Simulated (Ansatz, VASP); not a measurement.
SiC in VASP and in Ansatz

```
Si C
1.0
     0.01448    2.17115    2.15667
     2.17115    0.01448    2.15667
     2.18562    2.18562    0.00000
Si C
1 1
Direct
  0.00074 0.00074 0.99926
  0.24926 0.24926 0.25074
```

Change from the starting cell: strained cell.

Alike in both runs: functional PBEsol; k mesh 10 × 10 × 10; occupations gaussian, width 0.02 eV; no spin polarisation.

Ansatz relaxed the structure, and its values are those at the end. VASP's run is a single point on that final structure, the one shown.

|  | VASP | Ansatz |
| --- | --- | --- |
| version | VASP 6.6.1 | Ansatz 0.2.0 |
| potentials or method | VASP PAW PBE potentials, release 64 (Si, C) | scalar-relativistic, plane waves, PAW |
| plane-wave cutoff (eV) | 520 | 600 |
| valence electrons in the cell | 8 | 8 |

Ansatz gave:

```
gap on the k mesh at the Fermi level (eV) : 1.12
least direct gap on the mesh (eV)         : 4.35
pressure (GPa)                            : 3.8
```

Q: Estimate VASP's values.

A: gap on the k mesh at the Fermi level (eV): 1.11; least direct gap on the mesh (eV): 4.34; pressure (GPa): 4.2.

The functional is the same, so the differences come from potentials, cutoffs and numerics. Ansatz warned: «pseudo_functional_mismatch».

Caveats: the PAW data sets were made with another functional, which shifts forces and pressure a little (VASP). A k mesh can miss the band edges.
